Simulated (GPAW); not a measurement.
TiAl:

```xyz
2
Lattice="3.1791 0.0000 0.0000 0.0000 3.1791 0.0000 0.0000 0.0000 3.1791" Properties=species:S:1:pos:R:3 pbc="T T T"
Ti    0.0000    0.0000    0.0000
Al    1.5895    1.5895    1.5895
```

The cell comes from a database or a generator and needn't be the stable form of this composition.

Base run:

```yaml
Program: GPAW 26.7.0
Functional: PBE
Potentials_or_basis: GPAW PAW data sets (gpaw-data 1.2.1)
Cutoff: 600 eV
Basis: pw
k_mesh: 8 × 8 × 8
Occupations: fermi-dirac, width 0.05 eV
Spin: no spin polarisation
```

Its results: band gap on the k mesh none (metal or under the smearing width); pressure 0.7 GPa.

Problem. The run is repeated on the same cell with these changes: spin from no spin polarisation to collinear spin, random start; hubbard terms from none to Ti d U = 2 eV. What comes out?

Solution. Band gap on the k mesh none (metal or under the smearing width); pressure 2.5 GPa; net moment -0.44 μB per cell; site moments Ti -0.30; Al +0.01 μB.

Several settings changed at once, so the effect can't be laid on one alone.

Caveats: the U is typed as a test and isn't derived for this compound (some runs).
